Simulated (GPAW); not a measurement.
A run of GPAW 26.7.0:

run.py

```python
import json
import numpy as np
from ase import Atoms
from ase.dft.bandgap import bandgap
from ase.io import write
from gpaw import GPAW, PW
from gpaw.response.g0w0 import G0W0

atoms = Atoms(['N', 'B'],
              cell=[[0.0, 1.813001, 1.813001],
                    [1.813001, 0.0, 1.813001],
                    [1.813001, 1.813001, 0.0]],
              scaled_positions=[[0.25, 0.25, 0.25],
                                [0.0, 0.0, 0.0]],
              pbc=True)

calc = GPAW(mode=PW(600),
            xc='PBE',
            kpts={'size': (8, 8, 8), 'gamma': True},
            occupations={'name': 'fermi-dirac', 'width': 0.001},
            nbands=11,
            convergence={'density': 1e-06},
            maxiter=150,
            txt='gpaw.txt')
atoms.calc = calc
energy = atoms.get_potential_energy()
calc.write('gs.gpw')
write('result.traj', atoms)
print(f'Energy: {energy:.6f} eV')
print('Fermi level:', round(calc.get_fermi_level(), 4), 'eV')
print(f'Gap: {bandgap(calc)[0]:.4f} eV, direct: {bandgap(calc, direct=True)[0]:.4f} eV')

calc.diagonalize_full_hamiltonian(nbands=110)
calc.write('full.gpw', mode='all')

ibz = calc.get_ibz_k_points()
gap, vbm, cbm = bandgap(calc, output=None)
gap, direct, _ = bandgap(calc, direct=True, output=None)
gamma = int(np.abs(ibz).sum(1).argmin())
kpts = sorted({gamma, vbm[1], cbm[1], direct[1]})
gw = G0W0(calc='full.gpw',
          filename='gw',
          ecut=250,
          ecut_extrapolation=True,
          relbands=(-2, 2),
          kpts=kpts,
          integrate_gamma='WS',
          ppa=True)
gw.calculate()
results = {mode: {key: np.asarray(r[key]).tolist() for key in ['f', 'eps', 'vxc', 'exx', 'sigma', 'Z', 'qp', 'sigma_eskn']}
           for mode, r in gw.all_results.items()}
json.dump({'kpts': ibz[kpts].tolist(), 'results': results}, open('gw.json', 'w'))
for mode, r in results.items():
    f, qp = np.array(r['f']), np.array(r['qp'])
    print(mode, 'quasiparticle energies (eV):')
    print(qp.round(3))
    print(mode, 'gap:', round(qp[f < 0.5].min() - qp[f > 0.5].max(), 4), 'eV')
```

Potentials or basis: GPAW PAW data sets (gpaw-data 1.2.1), pw.

The run is started by

```sh
$ OMP_NUM_THREADS=1 python run.py
```

Hardware: 1 thread of Intel(R) Xeon(R) Platinum 8259CL CPU @ 2.50GHz (Skylake/Cascade Lake) (shared host).

Problem. Estimate the wall time of this run.

Solution. Wall time 13 min on 1 thread of Intel(R) Xeon(R) Platinum 8259CL CPU @ 2.50GHz (Skylake/Cascade Lake), with other jobs on the host, peak memory 0.37 GiB. Counts: scf iterations 10, plane waves 415, bands 11, k points 29.
